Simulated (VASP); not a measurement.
# MoS2 (R-3m) in VASP: further runs

The runs below take MoS2 through single point, with PBE.

All numbers are computed with VASP 6.6.1; they aren't measurements. Logs are shortened: lines on timing, memory, paths and dates and some standing lists are left out, and cuts for length are marked.

**1. The structure**

It takes space group R-3m (No. 166, trigonal). Conventional cell: a = 3.171 Å, b = 3.171 Å, c = 18.345 Å, α = 90.00°, β = 90.00°, γ = 120.00°. Mo (site symmetry -3m) is surrounded by 6 S at 2.39 Å. S (site symmetry 3m) is surrounded by 3 Mo at 2.39 Å.

Measurements of this composition are mostly on another form, of space group No. 194.

**2. Single point, PBE, spin-orbit coupling, no magnetisation**

The input, INCAR:

```
SYSTEM = MoS2
PREC = Accurate
ENCUT = 350
EDIFF = 1E-4
ISMEAR = 0
SIGMA = 0.02
LREAL = .FALSE.
LASPH = .TRUE.
NELM = 100
ALGO = Normal
ISIF = 2
LWAVE = .FALSE.
LCHARG = .FALSE.
LNONCOLLINEAR = .TRUE.
MAGMOM = 0 0 0 0 0 0 0 0 0
LORBIT = 11
LSORBIT = .TRUE.
GGA_COMPAT = .FALSE.
LMAXMIX = 4
GGA = PE
NBANDS = 42
```

The input, KPOINTS:

```
Automatic mesh
0
G
  6 6 6
  0 0 0
```

The input, POSCAR:

```
MoS2
1.0
    1.5855000000      0.9153888518      6.1149966667
   -1.5855000000      0.9153888518      6.1149966667
    0.0000000000     -1.8307777036      6.1149966667
Mo S
1 2
Direct
    0.0000000000      0.0000000000      0.0000000000
    0.2500000000      0.2500000000      0.2500000000
    0.7500000000      0.7500000000      0.7500000000
```

Potentials or basis: VASP PAW PBE potentials, release 64 (Mo_sv, S).

The run is started by

```bash
cat potpaw_PBE.64/Mo_sv/POTCAR potpaw_PBE.64/S/POTCAR > POTCAR
mpirun -np 1 vasp_ncl > vasp.out
```

OUTCAR:

```text
SYSTEM = MoS2
   PREC = Accurate
   ENCUT = 350
   EDIFF = 1E-4
   ISMEAR = 0
   LREAL = .FALSE.
   LASPH = .TRUE.
   NELM = 100
   ISIF = 2
   LNONCOLLINEAR = .TRUE.
   LORBIT = 11
   LSORBIT = .TRUE.
   GGA = PE

 Found     32 irreducible k-points:

 Following reciprocal coordinates:
            Coordinates               Weight
  0.000000  0.000000  0.000000      1.000000
  0.166667  0.000000  0.000000      6.000000
  0.333333 -0.000000  0.000000      6.000000
  0.500000  0.000000  0.000000      3.000000
  0.166667  0.166667  0.000000      6.000000
  0.333333  0.166667  0.000000     12.000000
   k-points           NKPTS =     32   k-points in BZ     NKDIM =     32   number of bands    NBANDS=     42
   number of dos      NEDOS =    301   number of ions     NIONS =      3
   total plane-waves  NPLWV =  64000
   dimension x,y,z NGX =    40 NGY =   40 NGZ =   40
   dimension x,y,z NGXF=    80 NGYF=   80 NGZF=   80
   ions per type =               1   2
   NGX,Y,Z   is equivalent  to a cutoff of  10.42, 10.42, 10.42 a.u.
   NGXF,Y,Z  is equivalent  to a cutoff of  20.84, 20.84, 20.84 a.u.
 SYSTEM =  MoS2
   PREC   = accura    normal or accurate (medium, high low for compatibility)
   ISTART =      0    job   : 0-new  1-cont  2-samecut
   ICHARG =      2    charge: 1-file 2-atom 10-const
   ISPIN  =      1    spin polarized calculation?
   LNONCOLLINEAR =      T non collinear calculations
   LSORBIT =      T    spin-orbit coupling
   LASPH  =      T    aspherical Exc in radial PAW
   ENCUT  =  350.0 eV  25.72 Ry    5.07 a.u.   9.74  9.74  9.74*2*pi/ulx,y,z
   NELM   =    100;   NELMIN=  2; NELMDL= -5     # of ELM steps
   EDIFF  = 0.1E-03   stopping-criterion for ELM
   LREAL  =      F    real-space projection
   EDIFFG = 0.1E-02   stopping-criterion for IOM
   NSW    =      0    number of steps for IOM
   IBRION =     -1    ionic relax: 0-MD 1-quasi-New 2-CG
   NFREE  =      0    steps in history (QN), initial steepest desc. (CG)
   ISIF   =      2    stress and relaxation
   ISYM   =      2    0-nonsym 1-usesym 2-fastsym
   POTIM  = 0.5000    time-step for ionic-motion
   TEBEG  =    0.0;   TEEND  =   0.0 temperature during run
   PSTRESS=    0.0 pullay stress
   NELECT =      26.0000    total number of electrons
   NUPDOWN=      -1.0000    fix difference up-down
   EMIN   =  10.00;   EMAX   =-10.00  energy-range for DOS
   EFERMI =   0.00;   METHOD = LEGACY
   ISMEAR =     0;   SIGMA  =   0.02  broadening in eV -4-tet -1-fermi 0-gaus
   EFERMI_NEDOS =   21; number of points for ismear=-14 and -15
   IALGO  =     38    algorithm
   IMIX   =      4    mixing-type and parameters
     AMIX     =   0.40;   BMIX     =  1.00
     AMIX_MAG =   1.60;   BMIX_MAG =  1.00
  volume/ion in A,a.u.               =      17.75       119.78
  Fermi-wavevector in a.u.,A,eV,Ry     =   1.289118  2.436081 22.610522  1.661826
  Thomas-Fermi vector in A             =   2.421031
   LORBIT       =     11    0 simple, 1 ext, 2 COOP (PROOUT), +10 PAW based schemes
   GGA     = PE    functional components
   LHFCALC =     F    Hartree Fock is set to
   AEXX    =    0.0000 exact exchange contribution
   IVDW    =     0    specifies the selected vdW correction
   LEPSILON=     F    determine dielectric tensor
   LRPA    =     F    only Hartree local field effects (RPA)
 Gauss-broadening in eV      SIGMA  =   0.02
  energy-cutoff  :      350.00
  volume of cell :       53.25
 maximum number of plane-waves:      1610
   NGX = 19   NGY = 19   NGZ = 19

 number of electron      26.0000000 magnetization       0.0000000      0.0000000      0.0000000

 number of electron      26.0000007 magnetization      -0.0000000      0.0000000      0.0000000

 number of electron      26.0000007 magnetization       0.0000000     -0.0000000     -0.0000000

 Free energy of the ion-electron system (eV)
  ---------------------------------------------------
  ext. energy  EPLUGINS =         0.00000000
  ---------------------------------------------------
  free energy    TOTEN  =       -21.06520519 eV

  energy without entropy =      -21.06500888  energy(sigma->0) =      -21.06510703

 E-fermi :   7.6414     XC(G=0): -10.8245

 val. band max:        7.5819119723   @ k =   0.0000   0.0000   0.0000
 cond. band min:       7.6550541636   @ k =  -0.3333   0.5000   0.3333
 fundamental gap:      0.0731421913
 Fermi energy:         7.6413734859

 k-point     1 :       0.0000    0.0000    0.0000
  band No.  band energies     occupation
      1     -54.0125      1.00000
      2     -54.0125      1.00000
      3     -29.6742      1.00000
      4     -29.6742      1.00000
      5     -27.2781      1.00000
      6     -27.2781      1.00000
[... 30 lines left out ...]
     37      14.5524      0.00000
     38      14.5524      0.00000

 k-point     2 :       0.1667    0.0000    0.0000
  band No.  band energies     occupation
      1     -54.0023      1.00000
      2     -54.0023      1.00000
      3     -29.7033      1.00000
      4     -29.7033      1.00000
      5     -27.3088      1.00000
      6     -27.3088      1.00000
[... 30 lines left out ...]
     37      15.6069      0.00000
     38      15.6069      0.00000
[... 121 lines left out ...]
     37      15.6983      0.00000
     38      15.6983      0.00000

 k-point     6 :       0.3333    0.1667    0.0000
  band No.  band energies     occupation
      1     -53.9872      1.00000
      2     -53.9872      1.00000
      3     -29.7498      1.00000
      4     -29.7498      1.00000
      5     -27.4020      1.00000
      6     -27.4020      1.00000
[... 30 lines left out ...]
     37      16.4138      0.00000
     38      16.4138      0.00000

 [... further k-points ...]

 [bands above 38 left out]

------------------------ aborting loop because EDIFF is reached ----------------------------------------

  FORCE on cell =-STRESS in cart. coord.  units (eV):
  Direction    XX          YY          ZZ          XY          YZ          ZX
  --------------------------------------------------------------------------------------
  -------------------------------------------------------------------------------------
  Total        2.0623369      2.0623369      3.3204056      0.0000000     -0.0000000      0.0000000
  in kB       62.0512956     62.0512956     99.9038848      0.0000000     -0.0000000      0.0000000
  external PRESSURE =      74.6688254 kB  Pullay stress =       0.0000000 kB

 VOLUME and BASIS-vectors are now :
 -----------------------------------------------------------------------------
  energy-cutoff  :      350.00
  volume of cell :       53.25
      direct lattice vectors                 reciprocal lattice vectors
     1.585500000  0.915388852  6.114996667     0.315357931  0.182071986  0.054510796
    -1.585500000  0.915388852  6.114996667    -0.315357931  0.182071986  0.054510796
     0.000000000 -1.830777704  6.114996667     0.000000000 -0.364143973  0.054510796

 POSITION                                       TOTAL-FORCE (eV/Angst)
 -----------------------------------------------------------------------------------
      0.00000      0.00000      0.00000         0.000000      0.000000      0.000000
      0.00000      0.00000      4.58625         0.000000     -0.000000     -0.935221
      0.00000      0.00000     13.75874         0.000000      0.000000      0.935221
 -----------------------------------------------------------------------------------
    total drift:                                0.000000      0.000000     -0.000000

  FREE ENERGIE OF THE ION-ELECTRON SYSTEM (eV)
  ---------------------------------------------------
  free  energy   TOTEN  =       -21.0652051899 eV

  energy  without entropy=      -21.0650088770  energy(sigma->0) =      -21.06510703

 Spin-Orbit-Coupling matrix elements

 Ion:    1  E_soc:     -0.1940831
 l=   1
     0.0000000    -0.0293266    -0.0292042
    -0.0293266     0.0000000    -0.0293266
    -0.0292042    -0.0293266     0.0000000
 l=   2
     0.0000000    -0.0005240     0.0000000    -0.0005240    -0.0027318
    -0.0005240     0.0000000    -0.0019713    -0.0004138    -0.0005240
     0.0000000    -0.0019713     0.0000000    -0.0019713     0.0000000
    -0.0005240    -0.0004138    -0.0019713     0.0000000    -0.0005240
    -0.0027318    -0.0005240     0.0000000    -0.0005240     0.0000000
 l=   3
     0.0000000     0.0000000     0.0000000     0.0000000     0.0000000     0.0000000     0.0000000
     0.0000000     0.0000000     0.0000000     0.0000000     0.0000000     0.0000000     0.0000000
     0.0000000     0.0000000     0.0000000     0.0000000     0.0000000     0.0000000     0.0000000
     0.0000000     0.0000000     0.0000000     0.0000000     0.0000000     0.0000000     0.0000000
     0.0000000     0.0000000     0.0000000     0.0000000     0.0000000     0.0000000     0.0000000
     0.0000000     0.0000000     0.0000000     0.0000000     0.0000000     0.0000000     0.0000000
     0.0000000     0.0000000     0.0000000     0.0000000     0.0000000     0.0000000     0.0000000

 Ion:    2  E_soc:     -0.0024638
 l=   1
     0.0000000    -0.0004186    -0.0003946
    -0.0004186     0.0000000    -0.0004186
    -0.0003946    -0.0004186     0.0000000
 l=   2
     0.0000000     0.0000000     0.0000000     0.0000000     0.0000000
     0.0000000     0.0000000     0.0000000     0.0000000     0.0000000
     0.0000000     0.0000000     0.0000000     0.0000000     0.0000000
     0.0000000     0.0000000     0.0000000     0.0000000     0.0000000
     0.0000000     0.0000000     0.0000000     0.0000000     0.0000000
 l=   3
     0.0000000     0.0000000     0.0000000     0.0000000     0.0000000     0.0000000     0.0000000
     0.0000000     0.0000000     0.0000000     0.0000000     0.0000000     0.0000000     0.0000000
     0.0000000     0.0000000     0.0000000     0.0000000     0.0000000     0.0000000     0.0000000
     0.0000000     0.0000000     0.0000000     0.0000000     0.0000000     0.0000000     0.0000000
     0.0000000     0.0000000     0.0000000     0.0000000     0.0000000     0.0000000     0.0000000
     0.0000000     0.0000000     0.0000000     0.0000000     0.0000000     0.0000000     0.0000000
     0.0000000     0.0000000     0.0000000     0.0000000     0.0000000     0.0000000     0.0000000

 Ion:    3  E_soc:     -0.0024638
 l=   1
     0.0000000    -0.0004186    -0.0003946
    -0.0004186     0.0000000    -0.0004186
    -0.0003946    -0.0004186     0.0000000
 l=   2
     0.0000000     0.0000000     0.0000000     0.0000000     0.0000000
     0.0000000     0.0000000     0.0000000     0.0000000     0.0000000
     0.0000000     0.0000000     0.0000000     0.0000000     0.0000000
     0.0000000     0.0000000     0.0000000     0.0000000     0.0000000
     0.0000000     0.0000000     0.0000000     0.0000000     0.0000000
 l=   3
     0.0000000     0.0000000     0.0000000     0.0000000     0.0000000     0.0000000     0.0000000
     0.0000000     0.0000000     0.0000000     0.0000000     0.0000000     0.0000000     0.0000000
     0.0000000     0.0000000     0.0000000     0.0000000     0.0000000     0.0000000     0.0000000
     0.0000000     0.0000000     0.0000000     0.0000000     0.0000000     0.0000000     0.0000000
     0.0000000     0.0000000     0.0000000     0.0000000     0.0000000     0.0000000     0.0000000
     0.0000000     0.0000000     0.0000000     0.0000000     0.0000000     0.0000000     0.0000000
     0.0000000     0.0000000     0.0000000     0.0000000     0.0000000     0.0000000     0.0000000

 total charge

# of ion       s       p       d       tot
------------------------------------------
    1        2.305   6.237   3.951  12.493
    2        1.366   2.346   0.000   3.713
    3        1.366   2.346   0.000   3.713
--------------------------------------------------
tot          5.037  10.930   3.951  19.918

 magnetization (x)

# of ion       s       p       d       tot
------------------------------------------
    1        0.000  -0.000   0.000   0.000
    2       -0.000   0.000   0.000  -0.000
    3       -0.000   0.000   0.000  -0.000
--------------------------------------------------
tot         -0.000  -0.000   0.000  -0.000

 magnetization (y)

# of ion       s       p       d       tot
------------------------------------------
    1        0.000   0.000   0.000   0.000
    2        0.000   0.000   0.000   0.000
    3        0.000   0.000   0.000   0.000
--------------------------------------------------
tot          0.000   0.000   0.000   0.000

 magnetization (z)

# of ion       s       p       d       tot
------------------------------------------
    1        0.000   0.000   0.000   0.000
    2        0.000   0.000   0.000   0.000
    3        0.000   0.000   0.000   0.000
--------------------------------------------------
tot          0.000   0.000   0.000   0.000
```

Run time: 3.1 min. Hardware: 1 thread of Intel Xeon 6975P-C (Granite Rapids), shared host; peak memory 0.48 GiB.

These settings aren't checked as converged: the numbers below hold their error.

What came out:

```
Free energy                                           : -21.0652 eV
Pressure                                              : 7.5 GPa
Largest force                                         : 0.935 eV/Å
Valence electrons inside the program's atomic spheres : Mo 12.49; S 3.71
```

Caveat: the k mesh is coarse (spacing up to 0.39 Å⁻¹), so the values aren't converged; the cell's inner coordinates are idealised or old, which leaves forces on the atoms.

[end of part 1 of 2]
